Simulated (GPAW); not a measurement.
# CoO (F-43m) in GPAW: convergence with basis set

Aim: find how far basis set must go before the results for CoO settle, at PBE. This setting moves, with any that are tied to it; all else stays.

All numbers are computed with GPAW 26.7.0; they aren't measurements. Logs are shortened: lines on timing, memory, paths and dates and some standing lists are left out, and cuts for length are marked. The log counts tension as positive stress, the text compression.

## Step 1: Starting point

It takes space group F-43m (No. 216, cubic). Conventional cell: a = 4.687 Å, b = 4.687 Å, c = 4.687 Å, α = 90.00°, β = 90.00°, γ = 90.00°. Around Co (site symmetry -43m) lie 4 O at 2.03 Å. O (site symmetry -43m) has 4 Co at 2.03 Å as nearest neighbours.

Measurements of this composition are mostly on another form, of space group No. 225.

## Step 2: With basis set lcao:sz(dzp)

Contents of run.py:

```python
from ase.dft.bandgap import bandgap
from ase.io import read, write
from gpaw import GPAW

atoms = read('CoO.xyz')
atoms.set_initial_magnetic_moments([2.0, 0.0])

calc = GPAW(mode='lcao',
            h=0.16,
            basis='sz(dzp)',
            xc='PBE',
            kpts={'size': (7, 7, 7), 'gamma': True},
            occupations={'name': 'fermi-dirac', 'width': 0.05},
            convergence={'density': 1e-05, 'energy': 1e-05},
            maxiter=100,
            txt='gpaw.txt')
atoms.calc = calc
energy = atoms.get_potential_energy()
forces = atoms.get_forces()
calc.write('gs.gpw')
write('result.traj', atoms)
print(f'Energy: {energy:.6f} eV')
print('Forces (eV/A):')
print(forces.round(4))
print('Moments:', calc.get_magnetic_moments().round(3))
print('Fermi level:', round(calc.get_fermi_level(), 4), 'eV')
print(f'Gap: {bandgap(calc)[0]:.4f} eV, direct: {bandgap(calc, direct=True)[0]:.4f} eV')
```

Contents of CoO.xyz:

```xyz
2
Lattice="0.0000000000 2.3436418400 2.3436418400 2.3436418400 0.0000000000 2.3436418400 2.3436418400 2.3436418400 0.0000000000" Properties=species:S:1:pos:R:3 pbc="T T T"
Co     0.0000000000      0.0000000000      0.0000000000
O      1.1718209200      1.1718209200      1.1718209200
```

Potentials or basis: GPAW PAW data sets (gpaw-data 1.2.1), lcao:sz(dzp).

Started as:

```
> OMP_NUM_THREADS=1 python run.py
```

gpaw.txt:

```text
__  _  _
 | _ |_)|_||  |
 |__||  | ||/\| - 26.7.0

Input parameters:
  mode=LCAO(),
  basis={'default': 'sz(dzp)'},
  convergence={'density': 1e-05, 'energy': 1e-05},
  h=0.16,
  kpts=MonkhorstPack(size=(7, 7, 7), gamma=True),
  maxiter=100,
  occupations=Occupations(name='fermi-dirac', width=0.05),
  xc=XC(name='PBE')

           O

       Co

Atoms  # Å, Bohr magnetons
|   | symbol |        x |        y |        z |    initial magnetic moments |
|---|--------|----------|----------|----------|-----------------------------|
| 0 |     Co | 0.000000 | 0.000000 | 0.000000 | ( 0.0000,  0.0000,  2.0000) |
| 1 |      O | 1.171821 | 1.171821 | 1.171821 | ( 0.0000,  0.0000,  0.0000) |

Unit cell  # Å
| periodic |        x |        y |        z |  lengths |    angles |
|----------|----------|----------|----------|----------|-----------|
|      yes | 0.000000 | 2.343642 | 2.343642 | 3.314410 | 60.000000 |
|      yes | 2.343642 | 0.000000 | 2.343642 | 3.314410 | 60.000000 |
|      yes | 2.343642 | 2.343642 | 0.000000 | 3.314410 | 60.000000 |

Number of symmetries: 24
Symmetry operations  # r_c * U_cc + t_c -> r_c
|    | kind |            matrix            |
|----|------|------------------------------|
|  0 |  E   |  1, 0, 0,  0, 1, 0,  0, 0, 1 |
|  1 |  σ   |  1, 0, 0,  0, 0, 1,  0, 1, 0 |
|  2 |  σ   |  1, 0,-1,  0, 1,-1,  0, 0,-1 |
|  3 |  C3  |  1, 0,-1,  0, 0,-1,  0, 1,-1 |
|  4 |  C3  |  1,-1, 0,  0,-1, 1,  0,-1, 0 |
|  5 |  σ   |  1,-1, 0,  0,-1, 0,  0,-1, 1 |
|  6 |  σ   |  0, 1, 0,  1, 0, 0,  0, 0, 1 |
|  7 |  C3  |  0, 1, 0,  0, 0, 1,  1, 0, 0 |
|  8 |  C2  |  0, 1,-1,  1, 0,-1,  0, 0,-1 |
|  9 |  S4  |  0, 1,-1,  0, 0,-1,  1, 0,-1 |
| 10 |  C3  |  0, 0, 1,  1, 0, 0,  0, 1, 0 |
| 11 |  σ   |  0, 0, 1,  0, 1, 0,  1, 0, 0 |
| 12 |  S4  |  0, 0,-1,  1, 0,-1,  0, 1,-1 |
| 13 |  C3  |  0, 0,-1,  0, 1,-1,  1, 0,-1 |
| 14 |  S4  |  0,-1, 1,  1,-1, 0,  0,-1, 0 |
| 15 |  C2  |  0,-1, 1,  0,-1, 0,  1,-1, 0 |
| 16 |  C3  |  0,-1, 0,  1,-1, 0,  0,-1, 1 |
| 17 |  S4  |  0,-1, 0,  0,-1, 1,  1,-1, 0 |
| 18 |  S4  | -1, 1, 0, -1, 0, 1, -1, 0, 0 |
| 19 |  C3  | -1, 1, 0, -1, 0, 0, -1, 0, 1 |
| 20 |  C3  | -1, 0, 1, -1, 1, 0, -1, 0, 0 |
| 21 |  S4  | -1, 0, 1, -1, 0, 0, -1, 1, 0 |
| 22 |  σ   | -1, 0, 0, -1, 1, 0, -1, 0, 1 |
| 23 |  C2  | -1, 0, 0, -1, 0, 1, -1, 1, 0 |

BZ-sampling:
  Number of BZ points: 343
  Number of IBZ points: 20

  Monkhorst-Pack size: [7, 7, 7]
  Monkhorst-Pack shift: [0, 0, 0]

K-points  # in reciprocal-cell coordinates
|     |                                coordinates |     weight |
|-----|--------------------------------------------|------------|
|   0 | (  0.00000000,   0.00000000,   0.00000000) | 0.00291545 |
|   1 | (  0.14285714,   0.14285714,   0.00000000) | 0.01749271 |
|   2 | (  0.14285714,   0.14285714,   0.14285714) | 0.02332362 |
|   3 | (  0.28571429,   0.14285714,   0.14285714) | 0.03498542 |
|   4 | (  0.28571429,   0.28571429,   0.00000000) | 0.01749271 |
|   5 | (  0.28571429,   0.28571429,   0.14285714) | 0.06997085 |
|   6 | (  0.28571429,   0.28571429,   0.28571429) | 0.02332362 |
|   7 | (  0.42857143,  -0.28571429,  -0.28571429) | 0.03498542 |
|   8 | (  0.42857143,   0.28571429,  -0.42857143) | 0.13994169 |
|   9 | (  0.42857143,   0.28571429,  -0.28571429) | 0.06997085 |
| ... |                                            |            |
|  19 | (  0.42857143,   0.42857143,   0.42857143) | 0.02332362 |

basis functions: 10
Spin-components: 2 (collinear spins)
Bands:           10
Projectors:      11
[... 232 lines left out ...]

  O:
    name:    Oxygen
    Z:       8.0
    valence: 6
    core:    2
    charge:  0.0  # [|e|]
    compensation charges:
      type: gauss
      rc: 0.21  # [Å]
      lmax: 2
    cutoffs:
      filter: 1.17  # [Å]
      core: 0.83  # [Å]
    projectors
    | kind |    occ | energy [eV] | rcut [Å] |
    |------|--------|-------------|----------|
    |   2s |  2.000 |     -23.961 |    0.688 |
    |   2p |  4.000 |      -9.029 |    0.598 |
    |    s |        |       3.251 |    0.688 |
    |    p |        |      18.182 |    0.598 |
    |    d |        |       0.000 |    0.619 |

    LCAO basis set for O:
      Name: sz(dzp)
      File: <dir>
      Number of radial functions: 2
      Number of spherical harmonics: 4
        l=0, rc=4.3438 Bohr: 2s-sz confined orbital
        l=1, rc=5.3906 Bohr: 2p-sz confined orbital
      Number of RI-basis functions 0

Reference energy: -39943.562207  # eV

eigensolver:
  <gpaw.new.lcao.eigensolver.LCAOEigensolver object>
density mixing:
  MSR1-Mixer
  Pratt-step length: 0.05
  Maximum mixing coefficient: 0.75
  Old densities: 10
  SVD Regularization: 0.005
  Good broyden scale: 1.0
  Trust region scale: 1.0
  Backstep threshold: 4.0
  History deletion threshold: 6.0
  Fourier metric: weight=20.0, sigma=0.015

occupation numbers:
  Fermi-Dirac:
    width: 0.0500  # eV

FastPoissonSolver using
    Stencil: 12*3+1=37 point O(h^6) finite-difference Laplacian
    FFT axes: [np.int64(0), np.int64(1), np.int64(2)]
    FST axes: []

xc functional:
  name: PBE with 2 nearest neighbor stencil
interpolation: tri-quintic # 5. degree polynomial

convergence criteria:
- Maximum integral of absolute [dens]ity change: 1e-05 electrons / valence electron
- Maximum [total energy] change in last 3 cyles: 1e-05 eV / valence electron
- Maximum integral of absolute [eigenst]ate change: 4e-08 eV^2 / valence electron
maximum number of iterations: 100

SCF iterations
|iter     | |      energy | eigst |  dens |  magmom |
|---------|-|-------------|-------|-------|---------|
|iter:   1| |  -11.844889 |      c|       |  +1.9791|
|iter:   2| |  -11.550335 |      c| -0.71 |  +2.0221|
|iter:   3| |  -10.106002 |      c| -0.75 |  +2.4810|
|iter:   4| |  -10.057801 |      c| -1.12 |  +2.7684|
|iter:   5| |  -10.020022 |      c| -1.54 |  +2.8114|
|iter:   6| |  -10.031634 |      c| -1.88 |  +2.9077|
|iter:   7| |  -10.032558 |      c| -2.57 |  +2.9353|
|iter:   8| |  -10.032575 |      c| -3.37 |  +2.9364|
|iter:   9| |  -10.032583c|      c| -3.91 |  +2.9352|
|iter:  10| |  -10.032584c|      c| -4.60 |  +2.9351|
|iter:  11| |  -10.032584c|      c| -5.01c|  +2.9350|

Converged in 11 steps
Energy contributions relative to reference atoms: (reference = -39943.562207)

Energy contributions:
  Kinetic:         134.325800
  Coulomb:        -115.976588
  Zero:              0.543070
  External:          0.000000
  Xc:              -28.922270
  Entropy:          -0.005193
  Spinorbit:         0.000000
  ----------------------------
  Free energy:     -10.035180
  Extrapolated:    -10.032584

dipole moment: (-12.704334, -12.704334, -12.704334)  # |e|*Ang

Total magnetic moment: (0.000000, 0.000000, 2.935042)

Local magnetic moments
|        x |        y |        z |
|----------|----------|----------|
| 0.000000 | 0.000000 | 2.403542 |  # Co   0
| 0.000000 | 0.000000 | 0.259326 |  # O    1

Fermi level: 8.774
Eigenvalues  # (at kpt = [0.000, 0.000, 0.000])
| band index |      eig [eV] | occ [0-1] |      eig [eV] | occ [0-1] |
|------------|---------------|-----------|---------------|-----------|
|          0 |       -11.533 |     1.000 |       -10.971 |     1.000 |
|          1 |         2.473 |     1.000 |         3.839 |     1.000 |
|          2 |         2.473 |     1.000 |         3.839 |     1.000 |
|          3 |         2.489 |     1.000 |         3.859 |     1.000 |
|          4 |         6.524 |     1.000 |         7.185 |     1.000 |
|          5 |         6.604 |     1.000 |         8.135 |     1.000 |
|          6 |         6.604 |     1.000 |         8.135 |     1.000 |
|          7 |         8.852 |     0.174 |        11.450 |     0.000 |
|          8 |         8.852 |     0.174 |        11.450 |     0.000 |
|          9 |         8.872 |     0.124 |        11.462 |     0.000 |

No gap
No difference between direct/indirect transitions

Forces  # eV/Ang
|        x |        y |       z |
|----------|----------|---------|
|  0.00000 | -0.00000 | 0.00000 |  # Co   0
| -0.00000 |  0.00000 | 0.00000 |  # O    1

# Writing to gs.gpw (mode='')
```

stdout:

```text
Energy: -10.032584 eV
Forces (eV/A):
[[ 0. -0.  0.]
 [-0.  0.  0.]]
Moments: [2.404 0.259]
Fermi level: 8.7745 eV
Gap: 0.0000 eV, direct: 0.0000 eV
```

It took 9.1 s on 1 thread of Arm Neoverse V2, shared host; peak memory 0.14 GiB.

Results:

* Free energy: -10.0352 eV
* Band gap on the k mesh: none (metal or under the smearing width)
* Net moment: 2.94 μB per cell
* Site moments: Co +2.40; O +0.26 μB

## Step 3: With basis set lcao:szp(dzp)

Edit run.py of step 2 so:

```diff
@@ -9,3 +9,3 @@
             h=0.16,
-            basis='sz(dzp)',
+            basis='szp(dzp)',
             xc='PBE',
```

CoO.xyz is that of step 2.

Potentials or basis: GPAW PAW data sets (gpaw-data 1.2.1), lcao:szp(dzp).

Started as:

```
> OMP_NUM_THREADS=1 python run.py
```

Wall time 28 s (1 thread of Arm Neoverse V2, shared host); peak memory 0.15 GiB.

Results:

```yaml
Free_energy: -11.5144 eV
Band_gap_on_the_k_mesh: none (metal or under the smearing width)
Net_moment: 3.02 μB per cell
Site_moments: Co +2.52; O +0.19 μB
```

## Step 4: With basis set lcao:dz(dzp)

Edit run.py of step 3 so:

```diff
@@ -9,3 +9,3 @@
             h=0.16,
-            basis='szp(dzp)',
+            basis='dz(dzp)',
             xc='PBE',
```

CoO.xyz is that of step 3.

Potentials or basis: GPAW PAW data sets (gpaw-data 1.2.1), lcao:dz(dzp).

Started as:

```
> OMP_NUM_THREADS=1 python run.py
```

It took 13 s on 1 thread of Arm Neoverse V2, shared host; peak memory 0.15 GiB.

Results:

```yaml
Free_energy: -13.1349 eV
Band_gap_on_the_k_mesh: none (metal or under the smearing width)
Net_moment: 3.00 μB per cell
Site_moments: Co +2.48; O +0.24 μB
```

## Step 5: With basis set lcao:dzp

Edit run.py of step 4 so:

```diff
@@ -9,3 +9,3 @@
             h=0.16,
-            basis='dz(dzp)',
+            basis='dzp',
             xc='PBE',
```

CoO.xyz is that of step 4.

Potentials or basis: GPAW PAW data sets (gpaw-data 1.2.1), lcao:dzp.

Started as:

```
> OMP_NUM_THREADS=1 python run.py
```

It took 37 s on 1 thread of Arm Neoverse V2, shared host; peak memory 0.16 GiB.

It converged, with:

```
Free energy            : -13.3489 eV
Band gap on the k mesh : none (metal or under the smearing width)
Net moment             : 3.00 μB per cell
Site moments           : Co +2.49; O +0.24 μB
```

## Step 6: With basis set fd

Edit run.py of step 5 so:

```diff
@@ -7,5 +7,4 @@
 
-calc = GPAW(mode='lcao',
+calc = GPAW(mode='fd',
             h=0.16,
-            basis='dzp',
             xc='PBE',
@@ -13,2 +12,3 @@
             occupations={'name': 'fermi-dirac', 'width': 0.05},
+            nbands=17,
             convergence={'density': 1e-05, 'energy': 1e-05},
```

CoO.xyz is that of step 5.

Potentials or basis: GPAW PAW data sets (gpaw-data 1.2.1), fd.

Started as:

```
> OMP_NUM_THREADS=1 python run.py
```

Wall time 31 s (1 thread of Arm Neoverse V2, shared host); peak memory 0.19 GiB.

It converged, with:

| Property | Result |
| --- | --- |
| Free energy | -15.0185 eV |
| Band gap on the k mesh | none (metal or under the smearing width) |
| Net moment | 2.99 μB per cell |
| Site moments | Co +2.50; O +0.25 μB |

## Step 7: With basis set pw

Edit run.py of step 6 so:

```diff
@@ -2,3 +2,4 @@
 from ase.io import read, write
-from gpaw import GPAW
+from ase.units import GPa
+from gpaw import GPAW, PW
 
@@ -7,4 +8,3 @@
 
-calc = GPAW(mode='fd',
-            h=0.16,
+calc = GPAW(mode=PW(800),
             xc='PBE',
@@ -19,2 +19,3 @@
 forces = atoms.get_forces()
+stress = atoms.get_stress()
 calc.write('gs.gpw')
@@ -24,2 +25,3 @@
 print(forces.round(4))
+print('Stress (GPa):', (stress / GPa).round(3))
 print('Moments:', calc.get_magnetic_moments().round(3))
```

CoO.xyz is that of step 6.

Potentials or basis: GPAW PAW data sets (gpaw-data 1.2.1), pw.

Started as:

```
> OMP_NUM_THREADS=1 python run.py
```

It took 24 s on 1 thread of Arm Neoverse V2, shared host; peak memory 0.17 GiB.

It converged, with:

```yaml
Free_energy: -14.6892 eV
Pressure: -12.0 GPa
Band_gap_on_the_k_mesh: none (metal or under the smearing width)
Net_moment: 2.98 μB per cell
Site_moments: Co +2.49; O +0.25 μB
```

## Step 8: The series at a glance

```
    basis set  energy less the tightest run, at zero smearing (meV/atom)  largest site moment (μB)  SCF cycles  CPU time (s)  peak memory (GiB)
 lcao:sz(dzp)                                                    2324.90                      2.40          11           9.1               0.14
lcao:szp(dzp)                                                    1585.56                      2.52          11            28               0.15
 lcao:dz(dzp)                                                     775.01                      2.48          13            13               0.15
     lcao:dzp                                                     668.39                      2.49          13            37               0.16
           fd                                                    -164.63                      2.50          14            31               0.19
           pw                                                       0.00                      2.49          13            24               0.17
```

Against the tightest run, the largest site moment stays within 0.02 μB from lcao:dz(dzp) on. Not settled before the last step: the energy (to 1 meV/atom). The tightest run that finished is the yardstick and may itself not be fully converged.

Caveats: a cell with one magnetic atom can't hold antiferromagnetic order, which such compounds often take; semilocal functionals often make such compounds metallic where correlation or magnetic order opens a gap, which also shifts bond lengths.
